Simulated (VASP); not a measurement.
**MnS in VASP: convergence with empty bands**

Input of the first run (empty bands 1); the others differ in this setting and in those tied to it:

Contents of INCAR:

```
PREC = Accurate
ENCUT = 520
EDIFF = 1E-7
ISMEAR = 0
SIGMA = 0.02
LREAL = F
LASPH = T
NELM = 150
ALGO = Normal
ISIF = 2
LWAVE = F
LCHARG = F
ISPIN = 2
MAGMOM = 4 0
LORBIT = 11
LMAXMIX = 4
METAGGA = R2SCAN
LMIXTAU = T
NBANDS = 10
```

File KPOINTS:

```
regular mesh
0
Gamma
  7 7 7
```

Contents of POSCAR:

```
MnS
1.0
    1.8299960138      1.0565486912      2.9709202777
   -1.8299960138      1.0565486912      2.9709202777
    0.0000000000     -2.1130973823      2.9709202777
Mn S
1 1
Direct
   -0.0013560000      0.0067480000     -0.0037620000
    0.4956980000      0.5024870000      0.4984220000
```

Potentials or basis: VASP PAW PBE potentials, release 64 (Mn_pv, S).

Launch:

```console
$ cat potpaw_PBE.64/Mn_pv/POTCAR potpaw_PBE.64/S/POTCAR > POTCAR
$ mpirun -np 1 vasp_std > vasp.out
```

The cell isn't the ideal one: atoms moved at random, drawn with an rms of 0.02 Å.

The cell is a database's computed one.

Hardware: 1 thread of Intel(R) Xeon(R) Platinum 8259CL CPU @ 2.50GHz (Skylake/Cascade Lake) (shared host).

Question: The values tried are 1, 2, 3, 4, 6, 10, 16, loosest first. From which on does the pressure stay within 0.1 GPa of the tightest run that finished?

Answer: From 2 on.

```tsv
empty bands	energy less the tightest run, at zero smearing (meV/atom)	pressure (GPa)	largest site moment (μB)	SCF cycles	CPU time (s)	peak memory (GiB)
1	1123.10	-10.81	1.00	48	2100	0.28
2	0.00	2.63	4.48	20	690	0.27
3	0.00	2.63	4.48	20	680	0.27
4	0.00	2.63	4.48	18	770	0.28
6	0.00	2.63	4.48	19	790	0.29
10	0.00	2.63	4.48	20	1100	0.31
16	0.00	2.63	4.48	19	1300	0.34
```

Against the tightest run, the energy stays within 1 meV/atom from 2 on; the largest site moment stays within 0.02 μB from 2 on. The tightest run that finished is the yardstick and may itself not be fully converged.

Caveat, for the tightest run too: the PAW data sets were made with another functional, which shifts forces and pressure a little; a cell with one magnetic atom can't hold antiferromagnetic order, which such compounds often take.
